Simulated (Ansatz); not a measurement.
# CoSi2: the cost of one run

Computed with Ansatz 0.2.0 (DFT, PBE, plane-wave PAW, default files, scalar-relativistic, unless a step's input says otherwise).

1 further run of the same task is left out (it didn't finish).

## (1) The system as given

It takes space group Fm-3m (No. 225, cubic). The conventional cell has a = 5.365 Å, b = 5.365 Å, c = 5.365 Å, α = 90.00°, β = 90.00°, γ = 90.00°. Co (site symmetry m-3m) has 8 Si at 2.32 Å as nearest neighbours. Si (site symmetry -43m) has 4 Co at 2.32 Å as nearest neighbours.

Coordinates:

```
CELL_PARAMETERS angstrom
0.00000 2.68250 2.68250
2.68250 0.00000 2.68250
2.68250 2.68250 0.00000
ATOMIC_POSITIONS crystal
Co 0.00000 0.00000 0.00000
Si 0.25000 0.25000 0.25000
Si 0.75000 0.75000 0.75000
```

The earlier run gave: no gap over 0.1 eV on the mesh, largest force 0.000 eV/Å, pressure -0.5 GPa.

Site by site (atoms counted from 1):

```tsv
site	atoms	first shell	V_zz (10²¹ V/m²)	η	C_Q (MHz)
Co	1	8 Si at 2.32 Å	0.00	–	0 (⁵⁹Co)
Si	2, 3	4 Co at 2.32 Å, 6 Si at 2.68 Å	0.00	–	–
```

Conventions: |V_zz| ≥ |V_yy| ≥ |V_xx|, η = (V_xx − V_yy)/V_zz, C_Q = eQV_zz/h. Quadrupole moments are those of Pyykkö's year-2017 table. A dash under C_Q marks elements without a common quadrupolar isotope.

## (2) Z stretched by -1 %, ions relaxed

input.yaml

```yaml
crystal:
  lattice:
    - [0.0, 2.6825, 2.655675]
    - [2.6825, 0.0, 2.655675]
    - [2.6825, 2.6825, 0.0]
  atoms:
    - { symbol: Co, position: [0.0, 0.0, 0.0], spin: 2.0 }
    - { symbol: Si, position: [0.25, 0.25, 0.25] }
    - { symbol: Si, position: [0.75, 0.75, 0.75] }
magnetization:
  spin_polarized: true
kpoints:
  mp_grid: { grid: [15, 15, 15] }
scf:
  occupations: { method: fermi_dirac, width: 0.05 }
hamiltonian:
  xc: pbe
  pseudopotentials: { kind: paw }
output:
  forces: true
  stress: true
  populations: true
  efg: { quadrupole_moments_barn: { Co: 0.42 }, contact_densities: true }
relax:
  f_tol: 0.02
  max_steps: 60
```

Command:

```console
> ansatz run input.yaml --threads 1 --pin off --max-ram 3072MiB --backend cpu --events-out ev --progress --plain --runs-dir out
```

Q: Estimate wall time and peak memory on 1 thread of Intel Xeon Platinum 8259CL at 2.50GHz (Skylake/Cascade Lake), shared host.

About 45 s, with a peak of 0.74 GiB.
